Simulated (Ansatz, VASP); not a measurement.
MgO in VASP and in Ansatz

```
Mg O
1.0
     0.09646    2.09036    2.09036
     2.09036    0.09646    2.09036
     2.09036    2.09036    0.09646
Mg O
1 1
Cartesian
  0.0000 0.0000 0.0000
  2.1386 2.1386 2.1386
```

Change from the starting cell: epitaxial_111 strain -5.2%.

Alike in both runs: task single point; functional r2SCAN; k mesh 10 × 10 × 10; no spin polarisation.

|  | VASP | Ansatz |
| --- | --- | --- |
| version | VASP 6.6.1 | Ansatz 0.2.0 |
| potentials or method | VASP PAW PBE potentials, release 64 (Mg, O) | plane waves, PAW |
| plane-wave cutoff (eV) | 520 | 500 |
| occupations | gaussian, width 0.01 eV | fixed |
| valence electrons in the cell | 8 | 16 |

|  | VASP | Ansatz | Ansatz less VASP |
| --- | --- | --- | --- |
| gap on the k mesh at the Fermi level (eV) | 6.28 | 6.31 | +0.026 |
| pressure (GPa) | 16.6 | 17.8 | +1.14 |
| largest component of the traceless stress (GPa) | 8.95 | 8.88 | -0.062 |

The two sets of potentials don't hold the same shells in valence.

Caveats: so large a pressure means that the cell lies far from this level's equilibrium, or that cutoff or potentials fall short (VASP); the potentials were made for another functional, which shifts forces and pressure (VASP).
